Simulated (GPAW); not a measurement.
Zn, 2 atoms in the cell. The structure is hexagonal, space group P6_3/mmc (No. 194). Conventional cell: a = 2.670 Å, b = 2.670 Å, c = 4.966 Å, α = 90.00°, β = 90.00°, γ = 120.00°. Around Zn (site symmetry -6m2) lie 12 Zn at 2.67 to 2.92 Å. 

```yaml
Program: GPAW 26.7.0
Task: relaxation of cell and atoms
Functional: PBEsol
Potentials_or_basis: PAW data sets generated in the run's folder for this functional
Cutoff: 600 eV
Basis: pw
k_mesh: 8 × 8 × 4
Occupations: fermi-dirac, width 0.05 eV
Spin: no spin polarisation
Target_pressure: 30 GPa
Maxiter: 150
Optimizer: BFGS
Fmax: 0.02 eV/Å
Max_steps: 60
Target_pressure: 30 GPa
Convergence: density=1e-05 forces=0.0001
```

Potentials or basis: PAW data sets generated in the run's folder for this functional, pw.

Launch:

```bash
$ gpaw-setup -f PBEsol Zn
$ OMP_NUM_THREADS=1 python run.py
```

Hardware: 1 thread of Arm Neoverse V1, on a shared host.

How long does it take, and how much memory?

Wall time 86 s on 1 thread of Arm Neoverse V1, on a shared host, peak memory 0.22 GiB. Counts: scf iterations 77, plane waves 1051, bands 21, k points 35, ion steps 8.
